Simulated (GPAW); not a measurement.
# Ge (P6_3/mmc) in GPAW: notebook, part 2 of 2

GPAW 26.7.0. Earlier steps stand in the parts before.

### Step 4. Phonons, PBE

This run uses another cell than the first one, of 24.66 Å³/atom, 1.038 times its volume.

Contents of run.py:

```python
import json
import numpy as np
from ase import Atoms
from ase.constraints import FixSymmetry
from ase.io import read, write
from ase.optimize import BFGS
from phonopy import Phonopy
from phonopy.structure.atoms import PhonopyAtoms
from gpaw import GPAW, PW

atoms = read('POSCAR')

calc = GPAW(mode=PW(510),
            xc='PBE',
            kpts={'size': (8, 8, 4), 'gamma': True},
            occupations={'name': 'fermi-dirac', 'width': 0.05},
            nbands=18,
            convergence={'density': 1e-06, 'eigenstates': 1e-09},
            maxiter=150,
            txt='gpaw.txt')
atoms.calc = calc
atoms.set_constraint(FixSymmetry(atoms))
BFGS(atoms, trajectory='relax.traj', logfile='-').run(fmax=0.005, steps=40)
atoms.set_constraint()
energy = atoms.get_potential_energy()
forces = atoms.get_forces()
stress = atoms.get_stress()
calc.write('gs.gpw')
write('result.traj', atoms)
print('Cell:', atoms.cell.cellpar().round(4))
print(atoms.get_scaled_positions().round(5))

def force_constants(scale):
    unit = PhonopyAtoms(symbols=atoms.get_chemical_symbols(), cell=atoms.cell[:] * scale**(1 / 3),
                        scaled_positions=atoms.get_scaled_positions())
    ph = Phonopy(unit, supercell_matrix=np.diag([1, 1, 1]), primitive_matrix=np.eye(3), symprec=1e-4)
    ph.generate_displacements(distance=0.01)
    forces = []
    for i, sc in enumerate(ph.supercells_with_displacements):
        a = Atoms(sc.symbols, cell=sc.cell, scaled_positions=sc.scaled_positions, pbc=True)
        c = GPAW(mode=PW(510),
                 xc='PBE',
                 kpts={'size': (8, 8, 4), 'gamma': True},
                 occupations={'name': 'fermi-dirac', 'width': 0.05},
                 nbands=18,
                 convergence={'density': 1e-06, 'eigenstates': 1e-09},
                 maxiter=150,
                 txt=f'disp-{scale:.3f}-{i:02d}.txt')
        a.calc = c
        f = a.get_forces()
        forces.append(f - f.mean(axis=0))
        print(f'displacement {i}: drift', f.mean(axis=0).round(5), flush=True)
    ph.forces = forces
    ph.produce_force_constants()
    ph.symmetrize_force_constants()
    return ph

qpoints = [[0.0, 0.0, 0.0]]
results = {}
for scale in [1.0]:
    ph = force_constants(scale)
    ph.run_qpoints(qpoints)
    nu = ph.qpoints.frequencies * 33.35641  # THz to cm^-1
    results[f'{scale:.3f}'] = nu.tolist()
    for qp, f in zip(qpoints, nu):
        print(scale, np.round(qp, 4), f.round(2))
json.dump(results, open('phonons.json', 'w'))
```

Contents of POSCAR:

```
Ge
1.0
    4.1014653819      0.0000000000      0.0000000000
   -2.0507326910      3.5519732135      0.0000000000
    0.0000000000      0.0000000000      6.7708665345
Ge
4
Direct
    0.3333333333      0.6666666667      0.9370987500
    0.6666666667      0.3333333333      0.4370987500
    0.3333333333      0.6666666667      0.5629012500
    0.6666666667      0.3333333333      0.0629012500
```

Potentials or basis: GPAW PAW data sets (gpaw-data 1.2.1), pw.

The run is started by

```
$ OMP_NUM_THREADS=1 python run.py
```

gpaw.txt:

```text
__  _  _
 | _ |_)|_||  |
 |__||  | ||/\| - 26.7.0

Input parameters:
  mode=PW(ecut=510.0),
  convergence={'density': 1e-06, 'eigenstates': 1e-09},
  kpts=MonkhorstPack(size=(8, 8, 4), gamma=True),
  maxiter=150,
  nbands=18,
  occupations=Occupations(name='fermi-dirac', width=0.05),
  xc=XC(name='PBE')

Diagonalizing LCAO Hamiltonian
Converting LCAO to pw mode

        Ge

        Ge
            Ge

            Ge

Atoms  # Å, Bohr magnetons
|   | symbol |         x |        y |        z |    initial magnetic moments |
|---|--------|-----------|----------|----------|-----------------------------|
| 0 |     Ge | -0.000000 | 2.367982 | 6.344971 | ( 0.0000,  0.0000,  0.0000) |
| 1 |     Ge |  2.050733 | 1.183991 | 2.959537 | ( 0.0000,  0.0000,  0.0000) |
| 2 |     Ge | -0.000000 | 2.367982 | 3.811329 | ( 0.0000,  0.0000,  0.0000) |
| 3 |     Ge |  2.050733 | 1.183991 | 0.425896 | ( 0.0000,  0.0000,  0.0000) |

Unit cell  # Å
| periodic |         x |        y |        z |  lengths |     angles |
|----------|-----------|----------|----------|----------|------------|
|      yes |  4.101465 | 0.000000 | 0.000000 | 4.101465 |  90.000000 |
|      yes | -2.050733 | 3.551973 | 0.000000 | 4.101465 |  90.000000 |
|      yes |  0.000000 | 0.000000 | 6.770867 | 6.770867 | 120.000000 |

Number of symmetries: 12
Symmetry operations  # r_c * U_cc + t_c -> r_c
|    | kind |            matrix            |
|----|------|------------------------------|
|  0 |  σ   |  1, 1, 0,  0,-1, 0,  0, 0, 1 |
|  1 |  S6  |  1, 1, 0, -1, 0, 0,  0, 0,-1 |
|  2 |  E   |  1, 0, 0,  0, 1, 0,  0, 0, 1 |
|  3 |  C2  |  1, 0, 0, -1,-1, 0,  0, 0,-1 |
|  4 |  C2  |  0, 1, 0,  1, 0, 0,  0, 0,-1 |
|  5 |  C3  |  0, 1, 0, -1,-1, 0,  0, 0, 1 |
|  6 |  S6  |  0,-1, 0,  1, 1, 0,  0, 0,-1 |
|  7 |  σ   |  0,-1, 0, -1, 0, 0,  0, 0, 1 |
|  8 |  σ   | -1, 0, 0,  1, 1, 0,  0, 0, 1 |
|  9 |  i   | -1, 0, 0,  0,-1, 0,  0, 0,-1 |
| 10 |  C3  | -1,-1, 0,  1, 0, 0,  0, 0, 1 |
| 11 |  C2  | -1,-1, 0,  0, 1, 0,  0, 0,-1 |

BZ-sampling:
  Number of BZ points: 256
  Number of IBZ points: 35

  Monkhorst-Pack size: [8, 8, 4]
  Monkhorst-Pack shift: [0.0625, 0.0625, 0.125]

K-points  # in reciprocal-cell coordinates
|     |                                coordinates |     weight |
|-----|--------------------------------------------|------------|
|   0 | (  0.00000000,   0.00000000,   0.00000000) | 0.00390625 |
|   1 | (  0.00000000,   0.00000000,   0.25000000) | 0.00781250 |
|   2 | (  0.00000000,   0.00000000,   0.50000000) | 0.00390625 |
|   3 | (  0.12500000,   0.00000000,  -0.25000000) | 0.02343750 |
|   4 | (  0.12500000,   0.00000000,   0.00000000) | 0.02343750 |
|   5 | (  0.12500000,   0.00000000,   0.25000000) | 0.02343750 |
|   6 | (  0.12500000,   0.00000000,   0.50000000) | 0.02343750 |
|   7 | (  0.25000000,  -0.12500000,   0.00000000) | 0.02343750 |
|   8 | (  0.25000000,  -0.12500000,   0.25000000) | 0.04687500 |
|   9 | (  0.25000000,  -0.12500000,   0.50000000) | 0.02343750 |
| ... |                                            |            |
|  34 | (  0.50000000,   0.50000000,   0.50000000) | 0.01171875 |

Plane wave coefficients: 2609
Cutoff: 510.0 eV

Spin-components: 1 (collinear spins)
Bands:           18
Projectors:      20
Spin-degeneracy: 2
Datatype:        complex128

Parallelization:
  kpt:    1
  domain: 1
  band:   1

Density:
  Valence electrons: 16.0
  Components: 1
  Grid points: [24 24 36]
  Charge: 0.0  # |e|

Potential:
  Grid points: [24 24 36]

species:
  Ge:
    name:    Germanium
    Z:       32.0
    valence: 4
    core:    28
    charge:  0.0  # [|e|]
    compensation charges:
      type: gauss
      rc: 0.32  # [Å]
      lmax: 2
    cutoffs:
      filter: 1.77  # [Å]
      core: 3.42  # [Å]
    projectors
    | kind |    occ | energy [eV] | rcut [Å] |
    |------|--------|-------------|----------|
    |   4s |  2.000 |     -11.726 |    1.005 |
    |   4p |  2.000 |      -3.896 |    1.005 |
    |    s |        |      15.485 |    1.005 |
    |    p |        |      23.315 |    1.005 |
    |    d |        |       0.000 |    1.005 |

    Using partial waves for Ge as LCAO basis

Reference energy: -228390.551410  # eV

eigensolver:
  PPCG
  Converge bands: occupied
  niter=2

density mixing:
  MSR1-Mixer
  Pratt-step length: 0.05
  Maximum mixing coefficient: 0.75
  Old densities: 10
  SVD Regularization: 0.005
  Good broyden scale: 1.0
  Trust region scale: 1.0
  Backstep threshold: 4.0
  History deletion threshold: 6.0
  Fourier metric: weight=20.0, sigma=0.015

occupation numbers:
  Fermi-Dirac:
    width: 0.0500  # eV

poisson solver:
  ecut: 4080.0  # eV

xc functional:
  name: PBE with 2 nearest neighbor stencil

convergence criteria:
- Maximum integral of absolute [dens]ity change: 1e-06 electrons / valence electron
- Maximum integral of absolute [eigenst]ate change: 1e-09 eV^2 / valence electron
- Maximum [total energy] change in last 3 cyles: 0.0005 eV / valence electron
maximum number of iterations: 150

SCF iterations
|iter     | |      energy | eigst |  dens |
|---------|-|-------------|-------|-------|
|iter:   1| |  -18.024057 | -0.47 |       |
|iter:   2| |  -18.022507 | -2.71 | -0.92 |
|iter:   3| |  -17.979540 | -2.76 | -0.95 |
|iter:   4| |  -17.979455 | -3.70 | -1.53 |
|iter:   5| |  -17.979711c| -5.17 | -2.49 |
|iter:   6| |  -17.979738c| -6.48 | -3.07 |
|iter:   7| |  -17.979739c| -7.59 | -3.78 |
|iter:   8| |  -17.979739c| -9.02c| -4.85 |
|iter:   9| |  -17.979739c| -9.18c| -5.22 |
|iter:  10| |  -17.979739c| -9.27c| -5.52 |
|iter:  11| |  -17.979739c|-10.46c| -6.52c|

Converged in 11 steps
Energy contributions relative to reference atoms: (reference = -228390.551410)

Energy contributions:
  Kinetic:          32.725521
  Coulomb:         -30.367527
  Zero:              0.011850
  External:          0.000000
  Xc:              -20.348655
  Entropy:          -0.001856
  Spinorbit:         0.000000
  ----------------------------
  Free energy:     -17.980667
  Extrapolated:    -17.979739
[... 56 lines left out ...]
Unit cell  # Å
| periodic |         x |        y |        z |  lengths |     angles |
|----------|-----------|----------|----------|----------|------------|
|      yes |  4.101465 | 0.000000 | 0.000000 | 4.101465 |  90.000000 |
|      yes | -2.050733 | 3.551973 | 0.000000 | 4.101465 |  90.000000 |
|      yes |  0.000000 | 0.000000 | 6.770867 | 6.770867 | 120.000000 |

convergence criteria:
- Maximum integral of absolute [dens]ity change: 1e-06 electrons / valence electron
- Maximum integral of absolute [eigenst]ate change: 1e-09 eV^2 / valence electron
- Maximum [total energy] change in last 3 cyles: 0.0005 eV / valence electron
maximum number of iterations: 150

SCF iterations
|iter     | |      energy | eigst |  dens |
|---------|-|-------------|-------|-------|
|iter:   1| |  -17.979748c| -6.91 |       |
|iter:   2| |  -17.979748c| -8.97 | -4.11 |
|iter:   3| |  -17.979748c| -8.33 | -4.15 |
|iter:   4| |  -17.979748c| -8.81 | -4.57 |
|iter:   5| |  -17.979748c| -9.99c| -5.39 |
|iter:   6| |  -17.979748c|-10.61c| -5.83 |
|iter:   7| |  -17.979748c|-11.65c| -6.65c|

Converged in 7 steps
Energy contributions relative to reference atoms: (reference = -228390.551410)

Energy contributions:
  Kinetic:          32.727971
  Coulomb:         -30.369751
  Zero:              0.011833
  External:          0.000000
  Xc:              -20.348872
  Entropy:          -0.001858
  Spinorbit:         0.000000
  ----------------------------
  Free energy:     -17.980677
  Extrapolated:    -17.979748

dipole moment: (0.000255, 0.000441, 0.000841)  # |e|*Ang
[... 54 lines left out ...]
Unit cell  # Å
| periodic |         x |        y |        z |  lengths |     angles |
|----------|-----------|----------|----------|----------|------------|
|      yes |  4.101465 | 0.000000 | 0.000000 | 4.101465 |  90.000000 |
|      yes | -2.050733 | 3.551973 | 0.000000 | 4.101465 |  90.000000 |
|      yes |  0.000000 | 0.000000 | 6.770867 | 6.770867 | 120.000000 |

convergence criteria:
- Maximum integral of absolute [dens]ity change: 1e-06 electrons / valence electron
- Maximum integral of absolute [eigenst]ate change: 1e-09 eV^2 / valence electron
- Maximum [total energy] change in last 3 cyles: 0.0005 eV / valence electron
maximum number of iterations: 150

SCF iterations
|iter     | |      energy | eigst |  dens |
|---------|-|-------------|-------|-------|
|iter:   1| |  -17.979758c| -6.04 |       |
|iter:   2| |  -17.979758c| -8.10 | -3.68 |
|iter:   3| |  -17.979756c| -7.47 | -3.71 |
|iter:   4| |  -17.979756c| -7.93 | -4.13 |
|iter:   5| |  -17.979756c| -9.14c| -4.94 |
|iter:   6| |  -17.979756c| -9.73c| -5.38 |
|iter:   7| |  -17.979756c|-10.79c| -6.21c|

Converged in 7 steps
Energy contributions relative to reference atoms: (reference = -228390.551410)

Energy contributions:
  Kinetic:          32.734119
  Coulomb:         -30.375340
  Zero:              0.011833
  External:          0.000000
  Xc:              -20.349435
  Entropy:          -0.001865
  Spinorbit:         0.000000
  ----------------------------
  Free energy:     -17.980688
  Extrapolated:    -17.979756
[... 26 lines left out ...]
Gap: 0.072 eV
Transition (v -> c):
  (s=0, k=0, n=7, [0.00, 0.00, 0.00]) -> (s=0, k=1, n=8, [0.00, 0.00, 0.25])
Direct/indirect transitions are different
Direct gap: 0.159 eV
Transition at: (s=0, k=1, n=7, [0.00, 0.00, 0.25])

Forces  # eV/Ang
|        x |        y |        z |
|----------|----------|----------|
|  0.00000 |  0.00000 |  0.00006 |  # Ge   0
| -0.00000 | -0.00000 |  0.00006 |  # Ge   1
| -0.00000 |  0.00000 | -0.00006 |  # Ge   2
|  0.00000 |  0.00000 | -0.00006 |  # Ge   3

Stress tensor  # eV/Ang^3
|        x |        y |        z |
|----------|----------|----------|
| 0.009451 | 0.000000 | 0.000000 |
| 0.000000 | 0.009451 | 0.000000 |
| 0.000000 | 0.000000 | 0.011879 |

# Writing to gs.gpw (mode='')
```

Run time: 5.5 min. Hardware: 1 thread of Arm Neoverse V1, shared host; peak memory 0.59 GiB.

Results:

* Free energy: -17.9807 eV
* Pressure after relaxing: -1.6 GPa
* Band gap on the k mesh: 0.07 eV, indirect (least direct gap 0.16 eV)
* Highest phonon frequency at Γ: 270 cm⁻¹

Final structure:
```
CELL_PARAMETERS angstrom
4.10147 0.00000 0.00000
-2.05073 3.55197 0.00000
0.00000 0.00000 6.77087
ATOMIC_POSITIONS crystal
Ge 0.33333 0.66667 0.93721
Ge 0.66667 0.33333 0.43721
Ge 0.33333 0.66667 0.56279
Ge 0.66667 0.33333 0.06279
```

Phonon frequencies in cm⁻¹ (negative: imaginary):
```tsv
q point	frequencies
(0.000, 0.000, 0.000)	0 0 0 55 55 202 213 254 254 264 270 270
```

Caveat: the cutoff is short for stress and forces, so pressures can be off by a GPa or more.

### Step 5. Phonons, PBE

This run uses another cell than the first one, of 20.09 Å³/atom, 0.846 times its volume.

run.py is that of step 4.

Contents of POSCAR:

```
Ge
1.0
    3.8308224378      0.0000000000      0.0000000000
   -1.9154112189      3.3175895486      0.0000000000
    0.0000000000      0.0000000000      6.3240781108
Ge
4
Direct
    0.3333333333      0.6666666667      0.9370987500
    0.6666666667      0.3333333333      0.4370987500
    0.3333333333      0.6666666667      0.5629012500
    0.6666666667      0.3333333333      0.0629012500
```

Potentials or basis: GPAW PAW data sets (gpaw-data 1.2.1), pw.

The run is started by

```
$ OMP_NUM_THREADS=1 python run.py
```

gpaw.txt:

```text
__  _  _
 | _ |_)|_||  |
 |__||  | ||/\| - 26.7.0

Input parameters:
  mode=PW(ecut=510.0),
  convergence={'density': 1e-06, 'eigenstates': 1e-09},
  kpts=MonkhorstPack(size=(8, 8, 4), gamma=True),
  maxiter=150,
  nbands=18,
  occupations=Occupations(name='fermi-dirac', width=0.05),
  xc=XC(name='PBE')

Diagonalizing LCAO Hamiltonian
Converting LCAO to pw mode

        Ge

        Ge
            Ge
[... 11 lines left out ...]
Unit cell  # Å
| periodic |         x |        y |        z |  lengths |     angles |
|----------|-----------|----------|----------|----------|------------|
|      yes |  3.830822 | 0.000000 | 0.000000 | 3.830822 |  90.000000 |
|      yes | -1.915411 | 3.317590 | 0.000000 | 3.830822 |  90.000000 |
|      yes |  0.000000 | 0.000000 | 6.324078 | 6.324078 | 120.000000 |

Number of symmetries: 12
Symmetry operations  # r_c * U_cc + t_c -> r_c
|    | kind |            matrix            |
|----|------|------------------------------|
|  0 |  σ   |  1, 1, 0,  0,-1, 0,  0, 0, 1 |
|  1 |  S6  |  1, 1, 0, -1, 0, 0,  0, 0,-1 |
|  2 |  E   |  1, 0, 0,  0, 1, 0,  0, 0, 1 |
|  3 |  C2  |  1, 0, 0, -1,-1, 0,  0, 0,-1 |
|  4 |  C2  |  0, 1, 0,  1, 0, 0,  0, 0,-1 |
|  5 |  C3  |  0, 1, 0, -1,-1, 0,  0, 0, 1 |
[... 109 lines left out ...]
- Maximum integral of absolute [eigenst]ate change: 1e-09 eV^2 / valence electron
- Maximum [total energy] change in last 3 cyles: 0.0005 eV / valence electron
maximum number of iterations: 150

SCF iterations
|iter     | |      energy | eigst |  dens |
|---------|-|-------------|-------|-------|
|iter:   1| |  -17.462851 | -0.45 |       |
|iter:   2| |  -17.449427 | -2.68 | -0.89 |
|iter:   3| |  -17.340524 | -2.39 | -0.92 |
|iter:   4| |  -17.341064 | -3.31 | -1.54 |
|iter:   5| |  -17.341341c| -5.00 | -2.37 |
|iter:   6| |  -17.341354c| -6.50 | -3.19 |
|iter:   7| |  -17.341356c| -7.56 | -3.66 |
|iter:   8| |  -17.341356c| -8.99 | -4.82 |
|iter:   9| |  -17.341356c| -9.28c| -5.24 |
|iter:  10| |  -17.341356c| -9.58c| -5.68 |
|iter:  11| |  -17.341356c|-10.75c| -6.54c|
[... 82 lines left out ...]
SCF iterations
|iter     | |      energy | eigst |  dens |
|---------|-|-------------|-------|-------|
|iter:   1| |  -17.341574c| -5.36 |       |
|iter:   2| |  -17.341573c| -7.53 | -3.41 |
|iter:   3| |  -17.341565c| -6.85 | -3.45 |
|iter:   4| |  -17.341564c| -7.35 | -3.88 |
|iter:   5| |  -17.341564c| -9.69c| -4.71 |
|iter:   6| |  -17.341564c| -9.37c| -5.12 |
|iter:   7| |  -17.341564c|-10.57c| -6.03c|
[... 82 lines left out ...]
SCF iterations
|iter     | |      energy | eigst |  dens |
|---------|-|-------------|-------|-------|
|iter:   1| |  -17.341663c| -5.13 |       |
|iter:   2| |  -17.341661c| -7.30 | -3.30 |
|iter:   3| |  -17.341648c| -6.62 | -3.33 |
|iter:   4| |  -17.341646c| -7.12 | -3.76 |
|iter:   5| |  -17.341646c| -9.46c| -4.59 |
|iter:   6| |  -17.341646c| -9.13c| -5.00 |
|iter:   7| |  -17.341646c|-10.33c| -5.91 |
|iter:   8| |  -17.341646c|-11.33c| -6.67c|

Converged in 8 steps
Energy contributions relative to reference atoms: (reference = -228390.551410)

Energy contributions:
  Kinetic:          86.421568
  Coulomb:         -74.975607
  Zero:              0.021206
  External:          0.000000
  Xc:              -28.808167
  Entropy:          -0.001291
  Spinorbit:         0.000000
  ----------------------------
  Free energy:     -17.342291
  Extrapolated:    -17.341646
[... 31 lines left out ...]
Forces  # eV/Ang
|        x |        y |        z |
|----------|----------|----------|
|  0.00000 | -0.00000 |  0.00027 |  # Ge   0
| -0.00000 |  0.00000 |  0.00027 |  # Ge   1
|  0.00000 | -0.00000 | -0.00027 |  # Ge   2
| -0.00000 |  0.00000 | -0.00027 |  # Ge   3

Stress tensor  # eV/Ang^3
|         x |         y |         z |
|-----------|-----------|-----------|
| -0.099460 |  0.000000 |  0.000000 |
|  0.000000 | -0.099460 |  0.000000 |
|  0.000000 |  0.000000 | -0.101553 |

# Writing to gs.gpw (mode='')
```

disp-1.000-00.txt:

```text
__  _  _
 | _ |_)|_||  |
 |__||  | ||/\| - 26.7.0

Input parameters:
  mode=PW(ecut=510.0),
  convergence={'density': 1e-06, 'eigenstates': 1e-09},
  kpts=MonkhorstPack(size=(8, 8, 4), gamma=True),
  maxiter=150,
  nbands=18,
[... 191 lines left out ...]
|         14 |        12.234 |     0.000 |
|         15 |        13.774 |     0.000 |
|        ... |               |           |
|         17 |        14.832 |     0.000 |

Gap: 0.128 eV
Transition (v -> c):
  (s=0, k=0, n=7, [0.00, 0.00, 0.00]) -> (s=0, k=0, n=8, [0.00, 0.00, 0.00])
No difference between direct/indirect transitions

Forces  # eV/Ang
|        x |        y |        z |
|----------|----------|----------|
| -0.07785 |  0.00050 | -0.14533 |  # Ge   0
| -0.00185 |  0.00000 |  0.01554 |  # Ge   1
|  0.00205 | -0.00001 |  0.08483 |  # Ge   2
|  0.07765 | -0.00049 |  0.04495 |  # Ge   3
```

Run time: 3.5 min. Hardware: 1 thread of Arm Neoverse V1, shared host; peak memory 0.5 GiB.

Results:

* Free energy: -17.3423 eV
* Pressure after relaxing: 16.0 GPa
* Band gap on the k mesh: 0.14 eV, direct
* Highest phonon frequency at Γ: 339 cm⁻¹

Stress tensor (GPa, compression positive):
```
15.94  0.00  0.00
 0.00 15.94  0.00
 0.00  0.00 16.27
```

Final structure:
```
CELL_PARAMETERS angstrom
3.83082 0.00000 0.00000
-1.91541 3.31759 0.00000
0.00000 0.00000 6.32408
ATOMIC_POSITIONS crystal
Ge 0.33333 0.66667 0.93673
Ge 0.66667 0.33333 0.43673
Ge 0.33333 0.66667 0.56327
Ge 0.66667 0.33333 0.06327
```

Phonon frequencies in cm⁻¹ (negative: imaginary):
| q point | frequencies |
| --- | --- |
| (0.000, 0.000, 0.000) | 0 0 0 7 7 230 298 329 329 337 337 339 |

Caveat: the cell is more than 3 GPa from zero pressure, which shifts response properties; the cutoff is short for stress and forces, so pressures can be off by a GPa or more.
